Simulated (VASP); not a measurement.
S: relaxation of the atoms with PBE+D3(BJ)

Molecule: S, in a box.

```
CELL_PARAMETERS angstrom
10.50000 0.00000 0.00000
0.00000 11.00000 0.00000
0.00000 0.00000 11.50000
ATOMIC_POSITIONS crystal
S 0.50000 0.50455 0.50000
```

| Property | Result |
| --- | --- |
| Program | VASP 6.6.1 |
| Task | relaxation of the atoms |
| Functional | PBE |
| Dispersion | D3(BJ) |
| Potentials or basis | VASP PAW PBE potentials, release 64 (S) |
| Cutoff | 400 eV |
| k mesh | 1 × 1 × 1 |
| Occupations | gaussian, width 0.01 eV |
| Spin | collinear spin, ferromagnetic start |
| Starting moments | [2.1] μB |
| Fixed moment | 2 μB |
| Atoms held fixed (from 0) | [0] |
| Further INCAR settings | ALGO = Normal; EDIFF = 1e-06; ISYM = 0; IBRION = 2; EDIFFG = -0.03; NSW = 120 |

```json
{
 "Net moment": "2.00 μB per cell",
 "Site moments": "S +1.12 μB",
 "Valence electrons inside the program's atomic spheres": "S 3.49",
 "Dispersion energy per atom": "0.000 eV"
}
```

Final structure:
```yaml
crystal:
  lattice:
    - [10.50000, 0.00000, 0.00000]
    - [0.00000, 11.00000, 0.00000]
    - [0.00000, 0.00000, 11.50000]
  atoms:
    - { symbol: S, position: [0.50000, 0.50455, 0.50000] }
```

It took 92 s on 1 thread of Intel(R) Xeon(R) 6975P-C (Granite Rapids), with other jobs on the host, peak memory 1 GiB.

Caveat: the relaxation stopped at its first step, so nothing moved; the total moment is fixed, so each spin has its own Fermi level.
